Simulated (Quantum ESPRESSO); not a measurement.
GaAs under changes of volume

One of the cells (22.590 Å³/atom); the others are scaled copies at fixed shape and fractional positions:

```
CELL_PARAMETERS angstrom
0.00000 2.82685 2.82685
2.82685 0.00000 2.82685
2.82685 2.82685 0.00000
ATOMIC_POSITIONS crystal
As 0.75000 0.75000 0.75000
Ga 0.00000 0.00000 0.00000
```

| Item | Value |
| --- | --- |
| Program | Quantum ESPRESSO 7.5 |
| Functional | r2SCAN |
| Potentials or basis | SG15 PBE 1.2 |
| Cutoff | 1197 eV |
| Density cutoff | 4789 eV |
| k mesh | 6 × 6 × 6 |
| Occupations | fermi-dirac, width 0.05 eV |
| Spin | no spin polarisation |

| volume (Å³/atom) | energy over the lowest point (meV/atom) | pressure (GPa) | gap on the mesh (eV) |
| --- | --- | --- | --- |
| 21.234 | 23.78 | 5.6 | 1.10 |
| 21.686 | 10.74 | 3.6 | 0.93 |
| 22.138 | ? | ? | ? |
| 22.590 | 0.00 | 0.3 | 0.59 |
| 23.041 | 1.35 | -1.2 | 0.44 |
| 23.493 | 6.59 | -2.5 | 0.28 |
| 23.945 | 15.26 | -3.6 | 0.14 |

**Question.** What does the run at 22.138 Å³/atom give?

**Answer.** Energy over the lowest point 2.97 meV/atom; pressure 1.9 GPa; gap on the mesh 0.76 eV.

Worked out: A Birch-Murnaghan fit of order 3 (a polynomial in V^(-2/3)) to the other rows has its minimum at 22.67 Å³/atom with B0 = V·E''(V) = 75 GPa and B' = 4.3. It gives 2.98 meV/atom at 22.138 Å³/atom, against the run's 2.97, and -dE/dV = 1.9 GPa, against 1.9. A straight line through the other rows of the gap, of slope -8.03 eV per unit of ln V (its deformation potential), gives 0.76 eV, against the run's 0.76.

Energies are extrapolated to zero smearing.

Caveats: the potentials were made for another functional, which shifts forces and pressure.

Spin-orbit coupling on As, Ga is left out.
